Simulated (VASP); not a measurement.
# Cu2O (Cuprite) (Pn-3m) in VASP: a series of runs

One crystal, Cu2O (Cuprite), is run at these levels: PBE+D3(BJ); tasks: relaxation of cell and atoms, relaxation of the atoms.

Everything below comes from runs of VASP 6.6.1. Logs are shortened: lines on timing, memory, paths and dates and some standing lists are left out, and cuts for length are marked.

### 1 Starting point

It takes space group Pn-3m (No. 224, cubic). Conventional cell: a = 4.260 Å, b = 4.260 Å, c = 4.260 Å, α = 90.00°, β = 90.00°, γ = 90.00°. Cu (site symmetry -3m) is surrounded by 2 O at 1.84 Å. O (site symmetry -43m) has 4 Cu at 1.84 Å as nearest neighbours.

### 2 Relaxation of cell and atoms, PBE+D3(BJ)

The input, INCAR:

```
SYSTEM = Cu2O
PREC     = Accurate       ! precision mode
ENCUT    = 600            ! plane-wave cutoff, eV
EDIFF    = 1E-6           ! SCF threshold, eV
ISMEAR   = 0              ! smearing method
SIGMA    = 0.03           ! smearing width, eV
LREAL    = .FALSE.        ! projectors in reciprocal space
LASPH    = .TRUE.         ! aspherical terms in the spheres
NELM     = 80             ! most SCF steps
ALGO     = Normal         ! electronic algorithm
ISIF     = 3              ! what is computed and relaxed
LWAVE    = .FALSE.        ! write WAVECAR
LCHARG   = .FALSE.        ! write CHGCAR
GGA      = PE             ! functional
IVDW     = 12             ! dispersion correction
IBRION   = 2              ! ionic algorithm
NSW      = 90             ! ionic steps
EDIFFG   = -0.01          ! ionic threshold
KPAR     = 2
```

The input, KPOINTS:

```
regular mesh
0
G
  6 6 6
  0 0 0
```

The input, POSCAR:

```
Cu2O
1.0
    4.2600000000      0.0000000000      0.0000000000
    0.0000000000      4.2600000000      0.0000000000
    0.0000000000      0.0000000000      4.2600000000
Cu O
4 2
Direct
    0.2500000000      0.2500000000      0.2500000000
    0.2500000000      0.7500000000      0.7500000000
    0.7500000000      0.7500000000      0.2500000000
    0.7500000000      0.2500000000      0.7500000000
    0.0000000000      0.0000000000      0.0000000000
    0.5000000000      0.5000000000      0.5000000000
```

Potentials or basis: VASP PAW PBE potentials, release 64 (Cu, O).

Launch:

```sh
$ cat potpaw_PBE.64/Cu/POTCAR potpaw_PBE.64/O/POTCAR > POTCAR
$ mpirun -np 2 vasp_std > vasp.out
```

OUTCAR:

```text
SYSTEM = Cu2O
   PREC = Accurate
   ENCUT = 600
   EDIFF = 1E-6
   ISMEAR = 0
   LREAL = .FALSE.
   LASPH = .TRUE.
   NELM = 80
   ISIF = 3
   GGA = PE
   IVDW = 12
   IBRION = 2
   NSW = 90
   EDIFFG = -0.01
 IVDW          = 12

 ion  position               nearest neighbor table
   1  0.250  0.250  0.250-   5 1.84   6 1.84
   2  0.250  0.750  0.750-   5 1.84   6 1.84
   3  0.750  0.750  0.250-   5 1.84   6 1.84
   4  0.750  0.250  0.750-   5 1.84   6 1.84
   5  0.000  0.000  0.000-   1 1.84   2 1.84   3 1.84   4 1.84
   6  0.500  0.500  0.500-   1 1.84   2 1.84   3 1.84   4 1.84

  LATTYP: Found a simple cubic cell.
 ALAT       =     4.2600000000

  Lattice vectors:

 A1 = (   4.2600000000,   0.0000000000,   0.0000000000)
 A2 = (   0.0000000000,   4.2600000000,   0.0000000000)
 A3 = (   0.0000000000,   0.0000000000,   4.2600000000)

Analysis of symmetry for initial positions (statically):
=====================================================================
 Subroutine PRICEL returns:
 Original cell was already a primitive cell.

 Routine SETGRP: Setting up the symmetry group for a
 simple cubic supercell.

 Subroutine GETGRP returns: Found 48 space group operations
 (whereof 24 operations were pure point group operations)
 out of a pool of 48 trial point group operations.

The static configuration has the point symmetry T_d .
 The point group associated with its full space group is O_h .

Analysis of symmetry for dynamics (positions and initial velocities):
=====================================================================
 Subroutine PRICEL returns:
 Original cell was already a primitive cell.

 Routine SETGRP: Setting up the symmetry group for a
 simple cubic supercell.

 Subroutine GETGRP returns: Found 48 space group operations
 (whereof 24 operations were pure point group operations)
 out of a pool of 48 trial point group operations.

The dynamic configuration has the point symmetry T_d .
 The point group associated with its full space group is O_h .

 Subroutine INISYM returns: Found 48 space group operations
 (whereof 24 operations are pure point group operations),
 and found     1 'primitive' translations

----------------------------------------------------------------------------------------

                                     Primitive cell

  volume of cell :      77.3088

  direct lattice vectors                    reciprocal lattice vectors
     4.260000000  0.000000000  0.000000000     0.234741784  0.000000000  0.000000000
     0.000000000  4.260000000  0.000000000     0.000000000  0.234741784  0.000000000
     0.000000000  0.000000000  4.260000000     0.000000000  0.000000000  0.234741784

  length of vectors
     4.260000000  4.260000000  4.260000000     0.234741784  0.234741784  0.234741784

  position of ions in fractional coordinates (direct lattice)
     0.250000000  0.250000000  0.250000000
     0.250000000  0.750000000  0.750000000
     0.750000000  0.750000000  0.250000000
     0.750000000  0.250000000  0.750000000
     0.000000000  0.000000000  0.000000000
     0.500000000  0.500000000  0.500000000

  ion indices of the primitive-cell ions
   primitive index   ion index
                 1           1
                 2           2
                 3           3
                 4           4
                 5           5
                 6           6

----------------------------------------------------------------------------------------

 KPOINTS: regular mesh

Automatic generation of k-mesh.
 Grid dimensions read from file:
 generate k-points for:    6    6    6

 Generating k-lattice:

  Cartesian coordinates                     Fractional coordinates (reciprocal lattice)
     0.039123631  0.000000000  0.000000000     0.166666667  0.000000000  0.000000000
     0.000000000  0.039123631  0.000000000     0.000000000  0.166666667  0.000000000
     0.000000000  0.000000000  0.039123631     0.000000000  0.000000000  0.166666667

  Length of vectors
     0.039123631  0.039123631  0.039123631

  Shift w.r.t. Gamma in fractional coordinates (k-lattice)
     0.000000000  0.000000000  0.000000000

 Subroutine IBZKPT returns following result:
 ===========================================

 Found     20 irreducible k-points:

 Following reciprocal coordinates:
            Coordinates               Weight
  0.000000  0.000000  0.000000      1.000000
  0.166667  0.000000  0.000000      6.000000
  0.333333  0.000000  0.000000      6.000000
  0.500000  0.000000  0.000000      3.000000
  0.166667  0.166667  0.000000     12.000000
  0.333333  0.166667  0.000000     24.000000
[... 12 lines left out ...]
  0.500000  0.500000  0.333333      6.000000
  0.500000  0.500000  0.500000      1.000000
   k-points           NKPTS =     20   k-points in BZ     NKDIM =     20   number of bands    NBANDS=     33
   number of dos      NEDOS =    301   number of ions     NIONS =      6
   total plane-waves  NPLWV =  46656
   dimension x,y,z NGX =    36 NGY =   36 NGZ =   36
   dimension x,y,z NGXF=    72 NGYF=   72 NGZF=   72
   ions per type =               4   2
   NGX,Y,Z   is equivalent  to a cutoff of  14.05, 14.05, 14.05 a.u.
   NGXF,Y,Z  is equivalent  to a cutoff of  28.10, 28.10, 28.10 a.u.
 SYSTEM =  Cu2O
   PREC   = accura    normal or accurate (medium, high low for compatibility)
   ISTART =      0    job   : 0-new  1-cont  2-samecut
   ICHARG =      2    charge: 1-file 2-atom 10-const
   ISPIN  =      1    spin polarized calculation?
   LNONCOLLINEAR =      F non collinear calculations
   LSORBIT =      F    spin-orbit coupling
   LASPH  =      T    aspherical Exc in radial PAW
   ENCUT  =  600.0 eV  44.10 Ry    6.64 a.u.   8.51  8.51  8.51*2*pi/ulx,y,z
   NELM   =     80;   NELMIN=  2; NELMDL= -5     # of ELM steps
   EDIFF  = 0.1E-05   stopping-criterion for ELM
   LREAL  =      F    real-space projection
   EDIFFG = -.1E-01   stopping-criterion for IOM
   NSW    =     90    number of steps for IOM
   IBRION =      2    ionic relax: 0-MD 1-quasi-New 2-CG
   NFREE  =      1    steps in history (QN), initial steepest desc. (CG)
   ISIF   =      3    stress and relaxation
   ISYM   =      2    0-nonsym 1-usesym 2-fastsym
   POTIM  = 0.5000    time-step for ionic-motion
   TEBEG  =    0.0;   TEEND  =   0.0 temperature during run
   PSTRESS=    0.0 pullay stress
   NELECT =      56.0000    total number of electrons
   NUPDOWN=      -1.0000    fix difference up-down
   EMIN   =  10.00;   EMAX   =-10.00  energy-range for DOS
   EFERMI =   0.00;   METHOD = LEGACY
   ISMEAR =     0;   SIGMA  =   0.03  broadening in eV -4-tet -1-fermi 0-gaus
   EFERMI_NEDOS =   21; number of points for ismear=-14 and -15
   IALGO  =     38    algorithm
   IMIX   =      4    mixing-type and parameters
     AMIX     =   0.40;   BMIX     =  1.00
     AMIX_MAG =   1.60;   BMIX_MAG =  1.00
  volume/ion in A,a.u.               =      12.88        86.95
  Fermi-wavevector in a.u.,A,eV,Ry     =   1.470261  2.778391 29.411289  2.161669
  Thomas-Fermi vector in A             =   2.585540
   LORBIT       =      0    0 simple, 1 ext, 2 COOP (PROOUT), +10 PAW based schemes
   GGA     = PE    functional components
   LHFCALC =     F    Hartree Fock is set to
   AEXX    =    0.0000 exact exchange contribution
   IVDW    =    12    specifies the selected vdW correction
   LEPSILON=     F    determine dielectric tensor
   LRPA    =     F    only Hartree local field effects (RPA)
 conjugate gradient relaxation of ions
 non-spin polarized calculation
 Gauss-broadening in eV      SIGMA  =   0.03
  energy-cutoff  :      600.00
  volume of cell :       77.31
 maximum number of plane-waves:      2601
 NGX is ok and might be reduce to    36
   NGX = 17   NGY = 17   NGZ = 17

--------------------------------------- Ionic step        1  -------------------------------------------

 number of electron      55.9999977 magnetization

 Free energy of the ion-electron system (eV)
  ---------------------------------------------------
  ext. energy  EPLUGINS =         0.00000000
  ---------------------------------------------------
  free energy    TOTEN  =       -27.25852781 eV

  energy without entropy =      -27.25852781  energy(sigma->0) =      -27.25852781

------------------------ aborting loop because EDIFF is reached ----------------------------------------

 Edisp (eV)   -1.85151

 E8    (eV) :    -0.7458

  FORCE on cell =-STRESS in cart. coord.  units (eV):
  Direction    XX          YY          ZZ          XY          YZ          ZX
  --------------------------------------------------------------------------------------
  -------------------------------------------------------------------------------------
  Total       0.07034     0.07034     0.07034    -0.00000    -0.00000     0.00000
  in kB       1.45771     1.45771     1.45771    -0.00000    -0.00000     0.00000
  external pressure =        1.46 kB  Pullay stress =        0.00 kB
[... 69 lines left out ...]
  energy  without entropy=      -29.1099878566  energy(sigma->0) =      -29.10998786

--------------------------------------- Ionic step        3  -------------------------------------------

 number of electron      55.9999976 magnetization

 Free energy of the ion-electron system (eV)
  ---------------------------------------------------
  ext. energy  EPLUGINS =         0.00000000
  ---------------------------------------------------
  free energy    TOTEN  =       -27.25939609 eV

  energy without entropy =      -27.25939609  energy(sigma->0) =      -27.25939609

 E-fermi :   4.9632     XC(G=0): -11.0432

 val. band max:        4.7689347886   @ k =   0.0000   0.0000   0.0000
 cond. band min:       5.3066610353   @ k =   0.0000   0.0000   0.0000
 fundamental gap:      0.5377262466
 Fermi energy:         4.9631751201

 k-point     1 :       0.0000    0.0000    0.0000
  band No.  band energies     occupation
      1     -15.3885      2.00000
      2     -14.6513      2.00000
      3      -2.4752      2.00000
      4      -2.4752      2.00000
      5      -2.4752      2.00000
      6      -0.0919      2.00000
[... 746 lines left out ...]
  FREE ENERGIE OF THE ION-ELECTRON SYSTEM (eV)
  ---------------------------------------------------
  free  energy   TOTEN  =       -29.1100388964 eV

  energy  without entropy=      -29.1100388964  energy(sigma->0) =      -29.11003890

 reached required accuracy - stopping structural energy minimisation
```

Run time: 47 s. Hardware: 2 MPI ranks of Intel Xeon Platinum 8375C at 2.90GHz (Ice Lake), shared host; peak memory 0.23 GiB.

Results:

```yaml
Free_energy: -29.1100 eV
Relaxed_volume: 12.89 Å³/atom
Relaxed_cell: a = 4.261 Å, b = 4.261 Å, c = 4.261 Å, α = 90.00°, β = 90.00°, γ = 90.00°
Space_group_after_relaxing_to_0.05_Å: Pn-3m (No. 224)
Energy_gained_by_relaxing: 0.0 meV/atom
Ionic_steps: 3
Pressure_after_relaxing: 0.0 GPa
Band_gap_on_the_k_mesh: 0.54 eV, direct
Dispersion_energy_per_atom: -0.308 eV
```

Final structure:
```
CELL_PARAMETERS angstrom
4.26065 0.00000 0.00000
0.00000 4.26065 0.00000
0.00000 0.00000 4.26065
ATOMIC_POSITIONS crystal
Cu 0.25000 0.25000 0.25000
Cu 0.25000 0.75000 0.75000
Cu 0.75000 0.75000 0.25000
Cu 0.75000 0.25000 0.75000
O 0.00000 0.00000 0.00000
O 0.50000 0.50000 0.50000
```

Levels at points of the mesh, in eV from the valence-band top:
```csv
k point,band 26,band 27,band 28,band 29,band 30,band 31
"(0.00, 0.00, 0.00)",0.00,0.00,0.00,0.54,1.25,1.25
"(0.50, 0.00, 0.00)",-1.20,-0.39,-0.39,2.27,2.27,4.24
"(0.50, 0.50, 0.00)",-1.21,-0.65,-0.65,1.92,1.92,3.86
"(0.50, 0.50, 0.50)",-0.57,-0.57,-0.57,2.46,2.46,2.46
```

A k mesh can miss the band edges.

### 3 Relaxation of cell and atoms, PBE+D3(BJ)

Changes to INCAR since step 2:

```diff
@@ -3,3 +3,3 @@
 ENCUT    = 600            ! plane-wave cutoff, eV
-EDIFF    = 1E-6           ! SCF threshold, eV
+EDIFF    = 1E-7           ! SCF threshold, eV
 ISMEAR   = 0              ! smearing method
@@ -17,3 +17,3 @@
 NSW      = 90             ! ionic steps
-EDIFFG   = -0.01          ! ionic threshold
+EDIFFG   = -0.005         ! ionic threshold
 KPAR     = 2
```

KPOINTS is that of step 2.

The input, POSCAR:

```
Cu2O                                    
1.0
    4.2606481443      0.0000000000      0.0000000000
   -0.0000000000      4.2606481443      0.0000000000
    0.0000000000     -0.0000000000      4.2606481443
  Cu              O             
     4     2
Direct
     0.2500000000000000    0.2500000000000000    0.2500000000000000
     0.2500000000000000    0.7500000000000000    0.7500000000000000
     0.7500000000000000    0.7500000000000000    0.2500000000000000
     0.7500000000000000    0.2500000000000000    0.7500000000000000
     0.0000000000000000    0.0000000000000000    0.0000000000000000
     0.5000000000000000    0.5000000000000000    0.5000000000000000
```

Potentials or basis: VASP PAW PBE potentials, release 64 (Cu, O).

Launch:

```sh
$ cat potpaw_PBE.64/Cu/POTCAR potpaw_PBE.64/O/POTCAR > POTCAR
$ mpirun -np 2 vasp_std > vasp.out
```

OUTCAR:

```text
SYSTEM = Cu2O
   PREC = Accurate
   ENCUT = 600
   EDIFF = 1E-7
   ISMEAR = 0
   LREAL = .FALSE.
   LASPH = .TRUE.
   NELM = 80
   ISIF = 3
   GGA = PE
   IVDW = 12
   IBRION = 2
   NSW = 90
   EDIFFG = -0.005
 IVDW          = 12

 ion  position               nearest neighbor table
   1  0.250  0.250  0.250-   5 1.84   6 1.84
   2  0.250  0.750  0.750-   5 1.84   6 1.84
   3  0.750  0.750  0.250-   5 1.84   6 1.84
   4  0.750  0.250  0.750-   5 1.84   6 1.84
   5  0.000  0.000  0.000-   1 1.84   2 1.84   3 1.84   4 1.84
   6  0.500  0.500  0.500-   1 1.84   2 1.84   3 1.84   4 1.84

  LATTYP: Found a simple cubic cell.
 ALAT       =     4.2606481443

  Lattice vectors:

 A1 = (   4.2606481443,   0.0000000000,   0.0000000000)
 A2 = (   0.0000000000,   4.2606481443,   0.0000000000)
 A3 = (   0.0000000000,   0.0000000000,   4.2606481443)

Analysis of symmetry for initial positions (statically):
=====================================================================
[... 183 lines left out ...]
 cond. band min:       5.3067271240   @ k =   0.0000   0.0000   0.0000
 fundamental gap:      0.5377273935
 Fermi energy:         4.9631938600

 k-point     1 :       0.0000    0.0000    0.0000
  band No.  band energies     occupation
      1     -15.3884      2.00000
      2     -14.6513      2.00000
      3      -2.4752      2.00000
      4      -2.4752      2.00000
      5      -2.4752      2.00000
      6      -0.0919      2.00000
[... 709 lines left out ...]
     32       9.6626      0.00000
     33       9.6626      0.00000

------------------------ aborting loop because EDIFF is reached ----------------------------------------

 Edisp (eV)   -1.85064

 E8    (eV) :    -0.7455

  FORCE on cell =-STRESS in cart. coord.  units (eV):
  Direction    XX          YY          ZZ          XY          YZ          ZX
  --------------------------------------------------------------------------------------
  -------------------------------------------------------------------------------------
  Total      -0.00610    -0.00610    -0.00610    -0.00000    -0.00000     0.00000
  in kB      -0.12640    -0.12640    -0.12640    -0.00000    -0.00000     0.00000
  external pressure =       -0.13 kB  Pullay stress =        0.00 kB

 VOLUME and BASIS-vectors are now :
 -----------------------------------------------------------------------------
  energy-cutoff  :      600.00
  volume of cell :       77.34
      direct lattice vectors                 reciprocal lattice vectors
     4.260648144  0.000000000  0.000000000     0.234706074  0.000000000  0.000000000
     0.000000000  4.260648144  0.000000000     0.000000000  0.234706074  0.000000000
     0.000000000  0.000000000  4.260648144     0.000000000  0.000000000  0.234706074

 POSITION                                       TOTAL-FORCE (eV/Angst)
 -----------------------------------------------------------------------------------
      1.06516      1.06516      1.06516        -0.000000      0.000000      0.000000
      1.06516      3.19549      3.19549         0.000000     -0.000000     -0.000000
      3.19549      3.19549      1.06516         0.000000     -0.000000      0.000000
      3.19549      1.06516      3.19549         0.000000     -0.000000      0.000000
      0.00000      0.00000      0.00000        -0.000000      0.000000      0.000000
      2.13032      2.13032      2.13032        -0.000000      0.000000     -0.000000
 -----------------------------------------------------------------------------------
    total drift:                                0.000000      0.000000      0.000000

  FREE ENERGIE OF THE ION-ELECTRON SYSTEM (eV)
  ---------------------------------------------------
  free  energy   TOTEN  =       -29.1100386422 eV

  energy  without entropy=      -29.1100386422  energy(sigma->0) =      -29.11003864

 reached required accuracy - stopping structural energy minimisation
```

CONTCAR:

```text
Cu2O
   1.00000000000000
     4.2606481443000002    0.0000000000000000    0.0000000000000000
     0.0000000000000000    4.2606481443000002    0.0000000000000000
     0.0000000000000000    0.0000000000000000    4.2606481443000002
  Cu              O
     4     2
Direct
     0.2500000000000000    0.2500000000000000    0.2500000000000000
     0.2500000000000000    0.7500000000000000    0.7500000000000000
     0.7500000000000000    0.7500000000000000    0.2500000000000000
     0.7500000000000000    0.2500000000000000    0.7500000000000000
     0.0000000000000000    0.0000000000000000    0.0000000000000000
     0.5000000000000000    0.5000000000000000    0.5000000000000000

  0.00000000E+00  0.00000000E+00  0.00000000E+00
  0.00000000E+00  0.00000000E+00  0.00000000E+00
  0.00000000E+00  0.00000000E+00  0.00000000E+00
  0.00000000E+00  0.00000000E+00  0.00000000E+00
  0.00000000E+00  0.00000000E+00  0.00000000E+00
  0.00000000E+00  0.00000000E+00  0.00000000E+00
```

Wall time 25 s (2 MPI ranks of Intel Xeon Platinum 8375C at 2.90GHz (Ice Lake), shared host); peak memory 0.22 GiB.

What came out:

```yaml
Free_energy: -29.1100 eV
Pressure_after_relaxing: 0.0 GPa
Band_gap_on_the_k_mesh: 0.54 eV, direct
Dispersion_energy_per_atom: -0.308 eV
```

Final structure:
```xyz
6
Lattice="4.2606 0.0000 0.0000 0.0000 4.2606 0.0000 0.0000 0.0000 4.2606" Properties=species:S:1:pos:R:3 pbc="T T T"
Cu    1.0652    1.0652    1.0652
Cu    1.0652    3.1955    3.1955
Cu    3.1955    3.1955    1.0652
Cu    3.1955    1.0652    3.1955
O     0.0000    0.0000    0.0000
O     2.1303    2.1303    2.1303
```

Caveat: the relaxation stopped at its first step, so nothing moved. As with any semilocal functional, this PBE gap is likely too small.

[end of part 1 of 2]
